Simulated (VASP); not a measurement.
# PbS (R3m) in VASP: further runs

The runs below take PbS through single point, with vdW-DF-cx, RPBE.

Everything below comes from runs of VASP 6.6.1. Logs are shortened: lines on timing, memory, paths and dates and some standing lists are left out, and cuts for length are marked.

**1. The structure**

The structure is trigonal, space group R3m (No. 160). Conventional cell: a = 4.225 Å, b = 4.225 Å, c = 10.356 Å, α = 90.00°, β = 90.00°, γ = 120.00°. S (site symmetry 3m) has 6 Pb at 2.96 to 3.02 Å as nearest neighbours. Pb (site symmetry 3m) has 6 S at 2.96 to 3.02 Å as nearest neighbours.

The cell is a database's computed one.

**2. Single point, vdW-DF-cx**

Contents of run.py:

```python
from ase.calculators.vasp import Vasp
from ase.dft.bandgap import bandgap
from ase.io import read

atoms = read('PbS.cif', primitive_cell=True, subtrans_included=False)
calc = Vasp(
    directory='calc',
    xc='vdw-df-cx',
    pp='PBE',
    setups='minimal',
    prec='Accurate',
    encut=500,
    ediff=1e-06,
    ismear=0,
    sigma=0.01,
    lreal=False,
    lasph=True,
    nelm=60,
    algo='Normal',
    isif=2,
    lwave=False,
    lcharg=False,
    kpts=[8, 8, 8],
    gamma=True,
    nbands=12,
)
atoms.calc = calc

print('energy (eV):', atoms.get_potential_energy())
print('free energy (eV):', atoms.get_potential_energy(force_consistent=True))
print('forces (eV/A):')
print(atoms.get_forces())
print('stress (eV/A^3, Voigt):', atoms.get_stress())
print('Fermi level (eV):', calc.get_fermi_level())
gap, top, bottom = bandgap(calc)
print('band gap (eV):', gap, 'from (spin, k, band)', top, 'to', bottom)
```

Contents of PbS.cif:

```cif
data_PbS
_cell_length_a 4.22532341
_cell_length_b 4.22532341
_cell_length_c 10.35574876
_cell_angle_alpha 90.00000000
_cell_angle_beta 90.00000000
_cell_angle_gamma 120.00000000
_space_group_name_H-M_alt 'R3m'
_space_group_name_Hall 'R 3 -2"'
_space_group_IT_number 160
loop_
_space_group_symop_operation_xyz
'x,y,z'
'-y,x-y,z'
'-x+y,-x,z'
'-y,-x,z'
'-x+y,y,z'
'x,x-y,z'
'x+2/3,y+1/3,z+1/3'
'-y+2/3,x-y+1/3,z+1/3'
'-x+y+2/3,-x+1/3,z+1/3'
'-y+2/3,-x+1/3,z+1/3'
'-x+y+2/3,y+1/3,z+1/3'
'x+2/3,x-y+1/3,z+1/3'
'x+1/3,y+2/3,z+2/3'
'-y+1/3,x-y+2/3,z+2/3'
'-x+y+1/3,-x+2/3,z+2/3'
'-y+1/3,-x+2/3,z+2/3'
'-x+y+1/3,y+2/3,z+2/3'
'x+1/3,x-y+2/3,z+2/3'
loop_
_atom_site_label
_atom_site_type_symbol
_atom_site_symmetry_multiplicity
_atom_site_Wyckoff_symbol
_atom_site_fract_x
_atom_site_fract_y
_atom_site_fract_z
_atom_site_occupancy
Pb1 Pb 3 a 0.6666666667 0.3333333333 0.3138991133 1
S1 S 3 a 0.3333333333 0.6666666667 0.1417022167 1
```

Potentials or basis: VASP PAW PBE potentials, release 64 (S, Pb).

On the command line:

```bash
$ python run.py
```

Output:

```text
<dir> UserWarning: vdW has been enabled, however no location for the vdw_kernel.bindat file has been specified. Set ASE_VASP_VDW environment variable to copy the vdW kernel.
  warnings.warn(
energy (eV): -4.87537099
free energy (eV): -4.87537099
forces (eV/A):
[[-0.          0.          0.02618251]
 [ 0.         -0.         -0.02618251]]
stress (eV/A^3, Voigt): [ 0.01112745  0.01112745  0.01104815 -0.          0.          0.        ]
Fermi level (eV): 4.13238473
band gap (eV): 0.4119999999999999 from (spin, k, band) (0, np.int64(4), np.int64(4)) to (0, np.int64(4), np.int64(5))
```

OUTCAR:

```text
ENCUT = 500.000000
   EDIFF = 1.00e-06
   GGA = CX
   PREC = Accurate
   ISIF = 2
   ISMEAR = 0
   NELM = 60
   LASPH = .TRUE.
   LREAL = .FALSE.

 ion  position               nearest neighbor table
   1  0.475  0.475  0.475-   2 2.96   2 2.96   2 2.96   2 3.02   2 3.02   2 3.02
   2  0.981  0.981  0.981-   1 2.96   1 2.96   1 2.96   1 3.02   1 3.02   1 3.02

  LATTYP: Found a trigonal (rhomboedric) cell.
 ALAT       =     4.2269191057
 COS(alpha) =     0.5003774367

  Lattice vectors:

 A1 = (   2.1126617050,   1.2197458041,   3.4519162533)
 A2 = (  -2.1126617050,   1.2197458041,   3.4519162533)
 A3 = (  -0.0000000000,  -2.4394916082,   3.4519162533)

Analysis of symmetry for initial positions (statically):
=====================================================================
 Subroutine PRICEL returns:
 Original cell was already a primitive cell.

 Routine SETGRP: Setting up the symmetry group for a
 trigonal (rhombohedral) supercell.

 Subroutine GETGRP returns: Found  6 space group operations
 (whereof  6 operations were pure point group operations)
 out of a pool of 12 trial point group operations.

The static configuration has the point symmetry C_3v.

Analysis of symmetry for dynamics (positions and initial velocities):
=====================================================================
 Subroutine PRICEL returns:
 Original cell was already a primitive cell.

 Routine SETGRP: Setting up the symmetry group for a
 trigonal (rhombohedral) supercell.

 Subroutine GETGRP returns: Found  6 space group operations
 (whereof  6 operations were pure point group operations)
 out of a pool of 12 trial point group operations.

The dynamic configuration has the point symmetry C_3v.

 Subroutine INISYM returns: Found  6 space group operations
 (whereof  6 operations are pure point group operations),
 and found     1 'primitive' translations

----------------------------------------------------------------------------------------

                                     Primitive cell

  volume of cell :      53.3717

  direct lattice vectors                    reciprocal lattice vectors
     2.112661705  1.219745804  3.451916253     0.236668274  0.136640492  0.096564722
    -2.112661705  1.219745804  3.451916253    -0.236668274  0.136640492  0.096564722
    -0.000000000 -2.439491608  3.451916253     0.000000000 -0.273280984  0.096564722

  length of vectors
     4.226919106  4.226919106  4.226919106     0.289840028  0.289840028  0.289840028

  position of ions in fractional coordinates (direct lattice)
     0.475035550  0.475035550  0.475035550
     0.980565780  0.980565780  0.980565780

  ion indices of the primitive-cell ions
   primitive index   ion index
                 1           1
                 2           2

----------------------------------------------------------------------------------------

 KPOINTS: KPOINTS created by Atomic Simulation Env

Automatic generation of k-mesh.
 Grid dimensions read from file:
 generate k-points for:    8    8    8

 Generating k-lattice:

  Cartesian coordinates                     Fractional coordinates (reciprocal lattice)
     0.029583534  0.017080061  0.012070590     0.125000000 -0.000000000 -0.000000000
    -0.029583534  0.017080061  0.012070590    -0.000000000  0.125000000  0.000000000
     0.000000000 -0.034160123  0.012070590     0.000000000  0.000000000  0.125000000

  Length of vectors
     0.036230003  0.036230003  0.036230003

  Shift w.r.t. Gamma in fractional coordinates (k-lattice)
     0.000000000  0.000000000  0.000000000

 Subroutine IBZKPT returns following result:
 ===========================================

 Found     65 irreducible k-points:

 Following reciprocal coordinates:
            Coordinates               Weight
  0.000000  0.000000  0.000000      1.000000
  0.125000  0.000000 -0.000000      6.000000
  0.250000  0.000000 -0.000000      6.000000
  0.375000  0.000000 -0.000000      6.000000
  0.500000  0.000000 -0.000000      3.000000
  0.125000  0.125000 -0.000000      6.000000
[... 16 lines left out ...]
  0.250000  0.125000  0.125000      6.000000
  0.375000  0.125000  0.125000      6.000000
 [... further k-points ...]
   k-points           NKPTS =     65   k-points in BZ     NKDIM =     65   number of bands    NBANDS=     12
   number of dos      NEDOS =    301   number of ions     NIONS =      2
   total plane-waves  NPLWV =  32768
   dimension x,y,z NGX =    32 NGY =   32 NGZ =   32
   dimension x,y,z NGXF=    64 NGYF=   64 NGZF=   64
   ions per type =               1   1
   NGX,Y,Z   is equivalent  to a cutoff of  12.59, 12.59, 12.59 a.u.
   NGXF,Y,Z  is equivalent  to a cutoff of  25.17, 25.17, 25.17 a.u.
 SYSTEM =  unknown system
   PREC   = accura    normal or accurate (medium, high low for compatibility)
   ISTART =      0    job   : 0-new  1-cont  2-samecut
   ICHARG =      2    charge: 1-file 2-atom 10-const
   ISPIN  =      1    spin polarized calculation?
   LNONCOLLINEAR =      F non collinear calculations
   LSORBIT =      F    spin-orbit coupling
   LASPH  =      T    aspherical Exc in radial PAW
   ENCUT  =  500.0 eV  36.75 Ry    6.06 a.u.   7.71  7.71  7.71*2*pi/ulx,y,z
   NELM   =     60;   NELMIN=  2; NELMDL= -5     # of ELM steps
   EDIFF  = 0.1E-05   stopping-criterion for ELM
   LREAL  =      F    real-space projection
   EDIFFG = 0.1E-04   stopping-criterion for IOM
   NSW    =      0    number of steps for IOM
   IBRION =     -1    ionic relax: 0-MD 1-quasi-New 2-CG
   NFREE  =      0    steps in history (QN), initial steepest desc. (CG)
   ISIF   =      2    stress and relaxation
   ISYM   =      2    0-nonsym 1-usesym 2-fastsym
   POTIM  = 0.5000    time-step for ionic-motion
   TEBEG  =    0.0;   TEEND  =   0.0 temperature during run
   PSTRESS=    0.0 pullay stress
   NELECT =      10.0000    total number of electrons
   NUPDOWN=      -1.0000    fix difference up-down
   EMIN   =  10.00;   EMAX   =-10.00  energy-range for DOS
   EFERMI =   0.00;   METHOD = LEGACY
   ISMEAR =     0;   SIGMA  =   0.01  broadening in eV -4-tet -1-fermi 0-gaus
   EFERMI_NEDOS =   21; number of points for ismear=-14 and -15
   IALGO  =     38    algorithm
   IMIX   =      4    mixing-type and parameters
     AMIX     =   0.40;   BMIX     =  1.00
     AMIX_MAG =   1.60;   BMIX_MAG =  1.00
  volume/ion in A,a.u.               =      26.69       180.08
  Fermi-wavevector in a.u.,A,eV,Ry     =   0.936781  1.770259 11.939901  0.877558
  Thomas-Fermi vector in A             =   2.063825
   LORBIT       =      0    0 simple, 1 ext, 2 COOP (PROOUT), +10 PAW based schemes
   GGA     = CX    functional components
   LHFCALC =     F    Hartree Fock is set to
   AEXX    =    0.0000 exact exchange contribution
   IVDW_NL    =     1    kernel type
   BPARAM     = 6.3000
   IVDW    =     0    specifies the selected vdW correction
   LEPSILON=     F    determine dielectric tensor
   LRPA    =     F    only Hartree local field effects (RPA)
 non-spin polarized calculation
 Gauss-broadening in eV      SIGMA  =   0.01
  energy-cutoff  :      500.00
  volume of cell :       53.37
 maximum number of plane-waves:      1366
   NGX = 15   NGY = 15   NGZ = 15

 number of electron      10.0000000 magnetization

 Free energy of the ion-electron system (eV)
  ---------------------------------------------------
  ext. energy  EPLUGINS =         0.00000000
  ---------------------------------------------------
  free energy    TOTEN  =        -4.87537099 eV

  energy without entropy =       -4.87537099  energy(sigma->0) =       -4.87537099

 E-fermi :   4.1324     XC(G=0):  -9.5958

 val. band max:        4.0650181295   @ k =   0.5000   0.0000  -0.0000
 cond. band min:       4.4769509915   @ k =   0.5000   0.0000  -0.0000
 fundamental gap:      0.4119328620
 Fermi energy:         4.1323847264

 k-point     1 :       0.0000    0.0000    0.0000
  band No.  band energies     occupation
      1      -9.2753      2.00000
      2      -1.9930      2.00000
      3       2.0537      2.00000
      4       2.0537      2.00000
      5       2.0577      2.00000
      6       9.1468      0.00000
      7       9.1726      0.00000
      8       9.1726      0.00000
      9      10.8265      0.00000
     10      10.8265      0.00000
     11      10.8454      0.00000
     12      12.7587      0.00000

 k-point     2 :       0.1250    0.0000   -0.0000
  band No.  band energies     occupation
      1      -9.1452      2.00000
      2      -2.4106      2.00000
      3       2.0898      2.00000
      4       2.0928      2.00000
      5       2.3574      2.00000
      6       7.9949      0.00000
      7       8.4482      0.00000
      8       8.4494      0.00000
      9      10.7430      0.00000
     10      11.1739      0.00000
     11      11.1836      0.00000
     12      13.8907      0.00000
[... 316 lines left out ...]
 k-point    24 :       0.3750    0.1250    0.1250
  band No.  band energies     occupation
      1      -8.5380      2.00000
      2      -3.6897      2.00000
      3       1.3494      2.00000
      4       2.4678      2.00000
      5       3.5191      2.00000
      6       5.4963      0.00000
      7       6.5524      0.00000
      8       7.9669      0.00000
      9      11.4123      0.00000
     10      11.8843      0.00000
     11      13.6073      0.00000
     12      14.7652      0.00000

 [... further k-points ...]

------------------------ aborting loop because EDIFF is reached ----------------------------------------

  FORCE on cell =-STRESS in cart. coord.  units (eV):
  Direction    XX          YY          ZZ          XY          YZ          ZX
  --------------------------------------------------------------------------------------
  -------------------------------------------------------------------------------------
  Total       -0.5938901     -0.5938901     -0.5896579     -0.0000000      0.0000000     -0.0000000
  in kB      -17.8281326    -17.8281326    -17.7010863     -0.0000000      0.0000000     -0.0000000
  external PRESSURE =     -17.7857838 kB  Pullay stress =       0.0000000 kB

 VOLUME and BASIS-vectors are now :
 -----------------------------------------------------------------------------
  energy-cutoff  :      500.00
  volume of cell :       53.37
      direct lattice vectors                 reciprocal lattice vectors
     2.112661705  1.219745804  3.451916253     0.236668274  0.136640492  0.096564722
    -2.112661705  1.219745804  3.451916253    -0.236668274  0.136640492  0.096564722
    -0.000000000 -2.439491608  3.451916253     0.000000000 -0.273280984  0.096564722

 POSITION                                       TOTAL-FORCE (eV/Angst)
 -----------------------------------------------------------------------------------
     -0.00000      0.00000      4.91935        -0.000000      0.000000      0.026183
      0.00000     -0.00000     10.15449         0.000000     -0.000000     -0.026183
 -----------------------------------------------------------------------------------
    total drift:                                0.000000     -0.000000     -0.000018

  FREE ENERGIE OF THE ION-ELECTRON SYSTEM (eV)
  ---------------------------------------------------
  free  energy   TOTEN  =        -4.8753709854 eV

  energy  without entropy=       -4.8753709854  energy(sigma->0) =       -4.87537099

Total vdW correction in eV:      2.9016210
```

INCAR:

```text
AGGAC = 0.000000
ENCUT = 500.000000
SIGMA = 0.010000
EDIFF = 1.00e-06
ALGO = Normal
GGA = CX
PREC = Accurate
ISIF = 2
ISMEAR = 0
NBANDS = 12
NELM = 60
LASPH = .TRUE.
LCHARG = .FALSE.
LUSE_VDW = .TRUE.
LWAVE = .FALSE.
LREAL = .FALSE.
```

Wall time 70 s (1 thread of Intel Xeon Platinum 8488C (Sapphire Rapids), shared host); peak memory 0.4 GiB.

What came out:

- Free energy: -4.8754 eV
- Pressure: -1.8 GPa
- Largest force: 0.026 eV/Å
- Band gap on the k mesh: 0.41 eV, direct

Forces in eV/Å, atoms in the order of the input:
```
S    0.000  0.000  0.026
Pb   0.000  0.000 -0.026
```

Caveat: the PAW data sets were made with another functional, which shifts forces and pressure a little; spin-orbit coupling is left out, which as a rule narrows the gap of such compounds by several tenths of an eV. A k mesh can miss the band edges.

**3. Single point, RPBE**

Contents of INCAR:

```
PREC = Accurate
ENCUT = 500
EDIFF = 1E-7
ISMEAR = 0
SIGMA = 0.02
LREAL = F
LASPH = T
NELM = 100
ALGO = Normal
ISIF = 2
LWAVE = F
LCHARG = F
GGA = RP
NBANDS = 12
```

Contents of KPOINTS:

```
Automatic mesh
0
Gamma
  8 8 8
```

Contents of POSCAR:

```
PbS
1.0
    2.1126617058      1.2197458045      3.4519162518
   -2.1126617058      1.2197458045      3.4519162518
    0.0000000000     -2.4394916091      3.4519162518
Pb S
1 1
Direct
    0.9805657800      0.9805657800      0.9805657800
    0.4750355500      0.4750355500      0.4750355500
```

Potentials or basis: VASP PAW PBE potentials, release 64 (Pb, S).

On the command line:

```bash
$ cat potpaw_PBE.64/Pb/POTCAR potpaw_PBE.64/S/POTCAR > POTCAR
$ mpirun -np 1 vasp_std > vasp.out
```

Wall time 22 s (1 thread of Intel Xeon Platinum 8488C (Sapphire Rapids), shared host); peak memory 0.2 GiB.

The run converged. Its results:

| Quantity | Value |
| --- | --- |
| Free energy | -8.1248 eV |
| Pressure | 2.4 GPa |
| Largest force | 0.028 eV/Å |
| Band gap on the k mesh | 0.56 eV, direct |

Forces on the atoms (eV/Å):
```
Pb   0.000  0.000 -0.028
S    0.000  0.000  0.028
```

Levels at points of the mesh, in eV from the valence-band top:
```csv
k point,band 2,band 3,band 4,band 5,band 6,band 7,band 8,band 9
"(0.00, 0.00, 0.00)",-6.02,-2.03,-2.03,-2.03,5.19,5.22,5.22,6.83
"(0.50, 0.00, 0.00)",-8.68,-1.69,-1.69,0.00,0.56,2.09,2.10,8.73
"(0.50, 0.50, 0.00)",-7.14,-4.92,-3.25,-3.25,4.07,5.61,5.68,5.71
"(0.50, 0.50, 0.50)",-8.67,-1.68,-1.68,-0.03,0.59,2.09,2.09,8.72
```

Caveat: the PAW data sets were made with another functional, which shifts forces and pressure a little; spin-orbit coupling is left out, which as a rule narrows the gap of such compounds by several tenths of an eV. A k mesh can miss the band edges.

**4. The reference run**

An earlier run on the cell as given: functional PBE; potentials or basis VASP PAW PBE potentials, release 64 (Pb_d, S); cutoff 520 eV; k mesh 8 × 8 × 8; occupations fermi-dirac, width 0.05 eV; no spin polarisation.

* Pressure: 0.8 GPa
* Largest force: 0.019 eV/Å
* Band gap on the k mesh: 0.46 eV, direct

**5. Summary**

```csv
level,potentials or basis,cutoff (eV),smearing,gap on the mesh (eV),pressure (GPa),largest force (eV/Å)
vdW-DF-cx,"VASP PAW PBE potentials, release 64 (S, Pb)",500,gaussian 0.01 eV,0.41,-1.8,0.03
RPBE,"VASP PAW PBE potentials, release 64 (Pb, S)",500,gaussian 0.02 eV,0.56,2.4,0.03
PBE,"VASP PAW PBE potentials, release 64 (Pb_d, S)",520,fermi-dirac 0.05 eV,0.46,0.8,0.02
```

Alike in all rows: task single point; no spin polarisation; cell as given; k mesh 8 × 8 × 8.

Caveats: spin-orbit coupling is left out, which as a rule narrows the gap of such compounds by several tenths of an eV; the PAW data sets were made with another functional, which shifts forces and pressure a little (some runs).

Total energies depend on the potentials used, so only differences within one code and one set of settings carry meaning.
